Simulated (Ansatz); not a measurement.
Input and command of a calculation in Ansatz (plane waves; scalar-relativistic PAW potentials unless the input names others):

```yaml
crystal:
  lattice:
    - [4.0529619339, 0.0, -0.0064842648]
    - [0.0, 4.0529671209, 0.0]
    - [-2.0299106341, 0.0, 2.1707081225]
  atoms:
    - { symbol: Au, position: [0.0, 0.0, 0.0] }
    - { symbol: Au, position: [0.5, 0.5, 0.0] }
kpoints:
  mp_grid: { grid: [9, 9, 16] }
hamiltonian:
  xc: pbe
scf:
  occupations: { method: gaussian, width: 0.1 }
  mixing: { algorithm: msr1, beta: 0.5 }
output:
  forces: true
  eigenvalues: true
  stress: true
accuracy: high
```

```bash
ansatz run input.yaml --threads 4 --pin off --max-ram 8192MiB --backend cpu --events-out ev --progress --plain --runs-dir out
```

Abridged log:
```
Basis set: ecut = 420 eV, 689 PW (Γ), exchange–correlation on 64×64×48 points (8 copies of the dense FFT grid, shifted against one another)
Bands: 23, of which v1, the nominal top of the filled ones, is band 19 counted from 1 (18 counted from 0)
Symmetry: 8 space group operations
k-points: 365 of 1296
SCF iter   1: F=—  HF=-26298.644312 eV  |F-HF|=—  |Δ(HF+E_count)|=         —  Δρ=1.53e-3  dr2=1.90e-4  ethr=1.77e-3  ⟨swp⟩=4.6  Hψ=31099  notcnv=0
SCF iter   2: F=—  HF=-26298.645607 eV  |F-HF|=—  |Δ(HF+E_count)|=   1.30e-3  Δρ=8.56e-4  dr2=5.74e-5  ethr=5.01e-7  ⟨swp⟩=2.6  Hψ=18935  notcnv=0
SCF iter   3: F=—  HF=-26298.645786 eV  |F-HF|=—  |Δ(HF+E_count)|=   1.79e-4  Δρ=1.03e-4  dr2=1.58e-6  ethr=1.51e-7  ⟨swp⟩=2.0  Hψ=12377  notcnv=0
SCF iter   4: F=—  HF=-26298.645788 eV  |F-HF|=—  |Δ(HF+E_count)|=   2.17e-6  Δρ=2.21e-5  dr2=1.01e-7  ethr=4.15e-9  ⟨swp⟩=2.0  Hψ=11982  notcnv=0
SCF iter   5: F=-26298.645788 eV  HF=-26298.645788 eV  |F-HF|=1.18e-9  |Δ(HF+E_count)|=   5.26e-8  Δρ=4.47e-6  dr2=4.78e-9  ethr=2.65e-10  ⟨swp⟩=2.6  Hψ=11949  notcnv=0
SCF iter   6: F=-26298.645788 eV  HF=-26298.645788 eV  |F-HF|=4.73e-11  |Δ(HF+E_count)|=   1.84e-9  Δρ=1.10e-6  dr2=3.38e-10  ethr=1.26e-11  ⟨swp⟩=2.3  Hψ=26802  notcnv=0
SCF iter   7: F=-26298.645788 eV  HF=-26298.645788 eV  |F-HF|=1.09e-11  |Δ(HF+E_count)|=  5.09e-11  Δρ=2.92e-7  dr2=2.63e-11  ethr=1.00e-12  ⟨swp⟩=4.1  Hψ=30741  notcnv=0
SCF 1 converged in 7 iterations: F = -26298.645788 eV  dr2 = 2.63e-11
SCF converged after 7 iterations
Free energy (F): -26298.645788 eV
Harris-Foulkes:  -26298.645788 eV  (|F-HF|=1.09e-11)
Internal energy: -26298.641946 eV  (E = F + TS)
E sigma→0 (E₀):  -26298.643867 eV
Entropy (-TS):   -0.003843 eV (-1.921 meV/atom)
Fermi energy:    19.445700 eV
--- Forces (eV/Å), atoms counted from 1 ---
  atom   1  Au     0.00000000     0.00000000     0.00000000
  atom   2  Au     0.00000000     0.00000000     0.00000000
--- Stress (GPa, compression-positive) ---
        2.040234       0.000000      -0.039092
        0.000000       1.990765       0.000000
       -0.039092       0.000000      -0.042660
  P = ⅓ Tr σ = 1.3294 GPa (13.294 kbar)
```

Apart from outputs and empty bands, the input differs from a reference run on usual settings in scf.mixing.algorithm: not typed → "msr1"; scf.mixing.beta: not typed → 0.5; accuracy: not typed → "high"; basis.ecutwfc: 420 → not typed. The reference, at the same geometry (not necessarily relaxed), gave pressure 1.33 GPa, largest force 0.000 eV/Å, no gap on the mesh. This run converged in 7 SCF iterations (reference: 6) with an energy at zero smearing within 0.01 meV/atom of the reference's, pressure 1.33 GPa, largest force 0.000 eV/Å, no gap on the mesh.

Time: 6.4 s on 4 threads of Arm Neoverse N1, with other jobs on the host, peak memory 0.49 GiB.